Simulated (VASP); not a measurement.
Write the native input for VASP 6.6.1 that does the following.

- Task: relaxation of cell and atoms
- Functional: PBE
- Potentials or basis: VASP PAW PBE potentials, release 64 (Nb_sv, C)
- Cutoff: 520 eV
- k mesh: 16 × 16 × 16
- Occupations: gaussian, width 0.3 eV
- Spin: no spin polarisation
- Further INCAR settings: ALGO = Fast; EDIFF = 1e-07; IBRION = 2; EDIFFG = -0.002; NSW = 80; ISIF = 3

The structure of NbC lies in POSCAR:

```
NbC
1.0
    0.0000000000      2.2345500000      2.2345500000
    2.2345500000      0.0000000000      2.2345500000
    2.2345500000      2.2345500000      0.0000000000
Nb C
1 1
Direct
    0.0000000000      0.0000000000      0.0000000000
    0.5000000000      0.5000000000      0.5000000000
```

These files were run (other wordings do the same):

INCAR

```
SYSTEM = NbC
PREC = Accurate
ENCUT = 520
EDIFF = 1E-7
ISMEAR = 0
SIGMA = 0.3
LREAL = .False.
LASPH = .True.
NELM = 100
ALGO = Fast
ISIF = 3
LWAVE = .False.
LCHARG = .False.
GGA = PE
IBRION = 2
NSW = 80
EDIFFG = -0.002
```

KPOINTS

```
regular mesh
0
Gamma
  16 16 16
  0 0 0
```

Potentials or basis: VASP PAW PBE potentials, release 64 (Nb_sv, C).

Command:

```sh
$ cat potpaw_PBE.64/Nb_sv/POTCAR potpaw_PBE.64/C/POTCAR > POTCAR
$ mpirun -np 1 vasp_std > vasp.out
```

It gave:

```json
{
 "Relaxed volume": "11.26 Å³/atom",
 "Relaxed cell": "a = 3.170 Å, b = 3.170 Å, c = 3.170 Å, α = 60.00°, β = 60.00°, γ = 60.00°",
 "Space group after relaxing (to 0.05 Å)": "Fm-3m (No. 225)",
 "Energy gained by relaxing": "1.0 meV/atom",
 "Ionic steps": "15",
 "Pressure after relaxing": "0.0 GPa",
 "Band gap on the k mesh": "none (metal or under the smearing width)"
}
```

Run time: 2.1 min on 1 thread of Intel(R) Xeon(R) 6975P-C (Granite Rapids), with other jobs on the host, peak memory 0.18 GiB.
